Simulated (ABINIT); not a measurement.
The system is Be.

```
Be
1.0
     2.28530    0.00000    0.00000
    -1.14265    1.97913    0.00000
     0.00000    0.00000    3.58420
Be
2
Direct
  0.66667 0.33333 0.75000
  0.33333 0.66667 0.25000
```

Base run:

- Program: ABINIT 10.8.3 (patched build)
- Functional: r2SCAN
- Potentials or basis: Ansatz NC r2SCAN
- Cutoff: 1823 eV
- k mesh: 13 × 13 × 8
- Occupations: fermi-dirac, width 0.05 eV
- Spin: no spin polarisation

Its results: band gap on the k mesh none (metal or under the smearing width); pressure -2.6 GPa.

Problem. The run is repeated on the same cell with these changes: potentials or basis from Ansatz NC r2SCAN to Ansatz PAW PBE default generated set, frozen core; cutoff from 1823 eV to 490 eV; valence electrons from 8 to 4. What comes out?

Solution. Band gap on the k mesh none (metal or under the smearing width); pressure -3.0 GPa.

Caveats: the PAW data sets were made with another functional, which shifts forces and pressure a little (some runs); the atomic spheres overlap (some runs).
